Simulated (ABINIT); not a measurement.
Runs of ABINIT 10.8.3 (patched build) on TaN. The structure is hexagonal, space group P-6m2 (No. 187). Conventional cell: a = 2.938 Å, b = 2.938 Å, c = 2.883 Å, α = 90.00°, β = 90.00°, γ = 120.00°. Ta (site symmetry -6m2) has 6 N at 2.23 Å as nearest neighbours. Around N (site symmetry -6m2) lie 6 Ta at 2.23 Å. 

```tsv
task	level	potentials or basis	cell	k mesh	cutoff (eV)	cutoff smearing ecutsm (Ha)	stop of the response cycle (tolvrs)	acoustic sum rule (asr)	cell freedom (optcell)	optimiser (ionmov)	gap on the mesh (eV)	pressure (GPa)
single point	LDA	PseudoDojo NC SR LDA v0.4.1 standard	cell relaxed	8 × 8 × 7	1143	-	-	-	-	-	none	0.0
single point	LDA	PseudoDojo NC SR LDA v0.4 stringent	as given	8 × 8 × 7	1687	-	-	-	-	-	none	(a)
phonons	LDA	PseudoDojo NC SR LDA v0.4.1 standard	cell relaxed at zero pressure by an earlier run	8 × 8 × 8, shifted	1143	0.5	1e-08	1	-	-	-	0.0
relaxation of cell and atoms	LDA	PseudoDojo NC SR LDA v0.4.1 standard	relaxed	8 × 8 × 7	1143	0.5	-	-	2	2	none	0.0
single point	PBEsol	PseudoDojo NC SR PBEsol v0.4.1 standard	as given	8 × 8 × 7	980	-	-	-	-	-	none	-5.5
```

Alike in all rows: no spin polarisation; smearing fermi-dirac 0.05 eV.

Estimate the missing entries.

(a) -13.5.

Caveats: the mesh is coarse for a metal's response (some runs); the cutoff is short for stress, so the pressure is rough (some runs).

A k mesh can miss the band edges, and the runs leave out spin-orbit coupling on Ta.

A gap of «none» marks a metal or a gap under the smearing width.

The runs don't all hold the same shells in valence.
